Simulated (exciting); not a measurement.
The Si L₂,₃ edge of atom 1 in SiO2 (Quartz), space group P3_121, with 4 O at 1.61 Å (tetrahedral, site symmetry 2), was computed at 2 levels: exchange and screened direct term (singlet BSE) and independent particles. Common settings: exciting, all-electron LAPW+lo, PBEsol, 3×3×2 shifted k points, 38 conduction bands, |G+q| up to 3 bohr⁻¹ (2.5 in the exchange term), full RPA screening with nempty = 70, Lorentzian half width 0.45 eV.

Energy from the Kohn–Sham onset, core level to the lowest empty state found on the meshes used; all runs on one relative scale:

```csv
E (eV),run 1,run 2
-6.5,0.01,0.02
-6.0,0.01,0.03
-5.5,0.01,0.03
-5.0,0.01,0.04
-4.5,0.01,0.05
-4.0,0.01,0.07
-3.5,0.01,0.11
-3.0,0.01,0.19
-2.5,0.01,0.40
-2.0,0.02,0.95
-1.5,0.02,0.93
-1.0,0.02,0.89
-0.5,0.03,1.05
0.0,0.04,0.96
0.5,0.05,0.70
1.0,0.08,0.50
1.5,0.10,0.40
2.0,0.14,0.41
2.5,0.21,0.45
3.0,0.34,0.47
3.5,0.48,0.48
4.0,0.58,0.51
4.5,0.65,0.54
5.0,0.65,0.63
5.5,0.68,0.78
6.0,0.71,0.89
6.5,0.73,0.82
7.0,0.70,0.65
7.5,0.62,0.53
8.0,0.57,0.46
8.5,0.56,0.42
9.0,0.65,0.40
9.5,0.73,0.41
10.0,0.71,0.40
10.5,0.61,0.36
11.0,0.61,0.36
11.5,0.64,0.34
12.0,0.59,0.33
12.5,0.55,0.32
13.0,0.51,0.35
13.5,0.52,0.37
14.0,0.51,0.37
14.5,0.53,0.34
15.0,0.59,0.36
15.5,0.61,0.38
16.0,0.57,0.37
16.5,0.57,0.35
17.0,0.61,0.33
```

Question: Which run is which, and why?

Run 1: independent particles; highest local maximum in the window at 6.4 eV. Run 2: exchange and screened direct term (singlet BSE); highest local maximum in the window at -0.5 eV. The attractive direct term pulls weight down: the curves pass 0.16 at 2.2 and -3.1 eV in the order of the runs. Fine structure above the first lines is partly noise of the 18-point mesh.

[Banner, clock and machine lines of the logs are left out without a mark of their own.]

[Logs are printed without paths, hosts, clocks, repeated set-up lines and the standing remarks that a program may print on its own settings, such as how far it seeks lower states.]

[Hosts, paths, dates, database ids (printed as entryN), source tags and the programs' standing remarks are cut or masked in the printed files.]
